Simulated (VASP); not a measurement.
The system is KMgF3.

```xyz
5
Lattice="3.9859 0.0000 0.0000 0.0000 3.9859 0.0000 0.0000 0.0000 3.9859" Properties=species:S:1:pos:R:3 pbc="T T T"
K     1.9929    1.9929    1.9929
Mg    0.0000    0.0000    0.0000
F     0.0000    0.0000    1.9929
F     0.0000    1.9929    0.0000
F     1.9929    0.0000    0.0000
```

Base run:

```yaml
Program: VASP 6.6.1
Functional: r2SCAN-EpsX
Potentials_or_basis: VASP PAW PBE potentials, release 64 (K_sv, Mg, F)
Cutoff: 520 eV
k_mesh: 4 × 4 × 4
Occupations: gaussian, width 0.02 eV
Spin: no spin polarisation
```

Its results: band gap on the k mesh 13.41 eV, indirect (least direct gap 13.69 eV); pressure -3.1 GPa.

Task: After a change of settings the same cell gave: band gap on the k mesh 9.56 eV, indirect (least direct gap 9.86 eV); pressure 1.0 GPa. Which change was it?
A. functional from r2SCAN-EpsX to HSE06
B. functional from r2SCAN-EpsX to HSE03
C. functional from r2SCAN-EpsX to PBE0

Result: A.

Caveats: the PAW data sets were made with another functional, which shifts forces and pressure a little.
